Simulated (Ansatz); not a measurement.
Crystal: SrVO3.

```xyz
5
Lattice="3.8409 0.0000 0.0000 0.0000 3.8409 0.0000 0.0000 0.0000 3.8409" Properties=species:S:1:pos:R:3 pbc="T T T"
Sr    1.9204    1.9204    1.9204
V     0.0000    0.0000    0.0000
O     0.0000    0.0000    1.9204
O     0.0000    1.9204    0.0000
O     1.9204    0.0000    0.0000
```

| Property | Result |
| --- | --- |
| Program | Ansatz 0.2.0 |
| Task | relaxation of cell and atoms |
| Functional | revPBE |
| Potentials or basis | Ansatz PAW |
| Cutoff | 420 eV (not typed: the program's choice for these potentials) |
| k mesh | 7 × 7 × 7 |
| Occupations | fermi-dirac, width 0.05 eV |
| Spin | collinear spin, ferromagnetic start |
| Starting moments | [0.0, 2.0, 0.0, 0.0, 0.0] μB |

At the start: volume 11.33 Å³/atom.

Problem. How do energy, volume and symmetry change on relaxing?

Solution. It ends after 6 steps and the volume is 11.71 Å³/atom (+3.3 %); space group Pm-3m (No. 221, to 0.05 Å); moment 0.00 μB per cell.

Step by step:
```
step  energy change (eV)  largest force (eV/Å)  volume (Å³)
   1              0.0000                0.0000        56.66
   2             -0.0261                0.0000        58.12
   3             -0.0261                0.0000        58.45
   4             -0.0342                0.0000        58.45
   5             -0.0339                0.0000        58.54
   6             -0.0343                0.0000        58.54
```

Final structure:
```
CELL_PARAMETERS angstrom
3.88284 0.00000 0.00000
0.00000 3.88284 0.00000
0.00000 0.00000 3.88284
ATOMIC_POSITIONS crystal
Sr 0.50000 0.50000 0.50000
V 0.00000 0.00000 0.00000
O 0.00000 0.00000 0.50000
O 0.00000 0.50000 0.00000
O 0.50000 0.00000 0.00000
```

Caveat: the plane-wave basis is chosen anew once the cell has moved, so the energies of steps on either side of that aren't comparable; the pressure holds a Pulay correction of +0.6 GPa for the finite cutoff; the PAW data sets come from PBE, with cores solved anew for the run's functional, which leaves a small shift of forces and pressure; the starting moments weren't kept.
